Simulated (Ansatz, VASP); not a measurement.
**One calculation of TaSi, two programs**

```xyz
2
Lattice="3.3770 0.0000 0.0000 0.0000 3.3770 0.0000 0.0000 0.0000 3.3770" Properties=species:S:1:pos:R:3 pbc="T T T"
Ta    1.6885    1.6885    1.6885
Si    0.0000    0.0000    0.0000
```

Alike in both runs: task single point; functional PBE; k mesh 6 × 6 × 6; occupations gaussian, width 0.1 eV; no spin polarisation.

```csv
,VASP,Ansatz
version,VASP 6.6.1,Ansatz 0.2.0
potentials or method,"VASP PAW PBE potentials, release 64 (Ta_pv, Si)","scalar-relativistic, plane waves, PAW"
plane-wave cutoff (eV),520,420
valence electrons in the cell,15,17
```

|  | VASP | Ansatz | Ansatz less VASP |
| --- | --- | --- | --- |
| gap on the k mesh at the Fermi level (eV) | none | none | - |
| pressure (GPa) | -24.6 | -24.6 | -0.02 |

A gap of «none» marks a metal or a gap that the smearing closes. With one functional, cell and mesh, what is left measures potentials, basis and numerics. The two sets of potentials don't hold the same shells in valence.

Caveats: so large a pressure means that the cell lies far from this level's equilibrium, or that cutoff or potentials fall short (VASP). The runs have no spin-orbit coupling, so splittings on Ta are missing.
